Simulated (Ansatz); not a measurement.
## Ba: the change of pressure and energy less free atoms with volume scale

Results calculated with Ansatz 0.2.0, not measured. Periodic Kohn-Sham DFT of a crystal at fixed atoms, scaled to volume_scale times the given cell; pressure positive in compression, energy less spherical unpolarised free atoms, largest_vzz the field gradient of largest size among the nuclei.

The cell before it is scaled or strained (space group Pm-3m, No. 221):
```
cell vectors (Å)
   3.9500     0.0000     0.0000
   0.0000     3.9500     0.0000
   0.0000     0.0000     3.9500
atoms (fractions of the cell vectors)
Ba  0.00000  0.00000  0.00000
```

Settings of every row: method all-electron LAPW; functional PBE; relativity scalar; k mesh 13x13x13; filling fermi-dirac; smearing width 0.05 eV; basis error target 0.25 meV/atom; nucleus gaussian.

Atom start moment: 0 on all atoms.

Limits: no spin-orbit coupling on heavy atoms; small gap, it may come from the mesh; the cell comes from a prototype or a list of computed structures and needn't be the stable phase.

```
row  volume scale  V (Å³/atom)  pressure (GPa)  energy less free atoms (eV/atom)
  1          0.95       58.548           0.408                           -1.5793
  2         0.975       60.089           0.188                           -1.5822
  3             1        61.63          -0.008                            -1.583
  4         1.025       63.171               ?                                 ?
  5          1.05       64.711          -0.338                           -1.5796
```

Question: what pressure and energy less free atoms should row 4 give?

Worked fit of pressure. Take u = (V_r/V)^(2/3) − 1 with V_r = 60.859 Å³ an atom, which is twice the finite (Eulerian) strain; such expansions in the strain, on which the Birch-Murnaghan equation of state is built, carry the rest volume and the bulk modulus. The shown rows have u = 0.02614, 0.00852, -0.00836, -0.04009. Least squares give pressure = 0.0873 + 11.613 × u + 25.06 × u² GPa; a straight line predicts inner rows, each left out in turn, worse (root mean square 0.017 against 0.00011 GPa). All shown rows lie on it to the printed digit. The pressure vanishes at u = -0.0076, or V = 61.56 Å³ an atom, and there the bulk modulus at fixed shape and fractions is B = −V dP/dV = (2/3)(1 + u) dP/du = 7.43 GPa. The withheld row has u = -0.02455, so the fit gives 0.0873 + 11.613 × (-0.02455) + 25.06 × (-0.02455)² = -0.183 GPa.

The calculation gave -0.182 GPa. The fit lies 0.001 GPa (0.13 % of the column's range) below it, one unit of the last digit.

Worked fit of energy less free atoms. Take u = (V_r/V)^(2/3) − 1 with V_r = 60.859 Å³ an atom, which is twice the finite (Eulerian) strain; such expansions in the strain, on which the Birch-Murnaghan equation of state is built, carry the rest volume and the bulk modulus. The shown rows have u = 0.02614, 0.00852, -0.00836, -0.04009. Least squares give energy less free atoms = −1.58283 + 0.0497 × u + 3.254 × u² eV/atom; a straight line predicts inner rows, each left out in turn, worse (root mean square 0.0022 against 5.4e-05 eV/atom). All shown rows lie on it to the printed digit. Its lowest point lies at u = -0.0076, or V = 61.56 Å³ an atom, and the curvature there gives the bulk modulus at fixed shape and fractions, B = (4/9)(1 + u)² E″(u)/V = 7.41 GPa. The withheld row has u = -0.02455, so the fit gives −1.58283 + 0.0497 × (-0.02455) + 3.254 × (-0.02455)² = -1.5821 eV/atom.

The calculation gave -1.5821 eV/atom. The fit meets it to the printed digit.
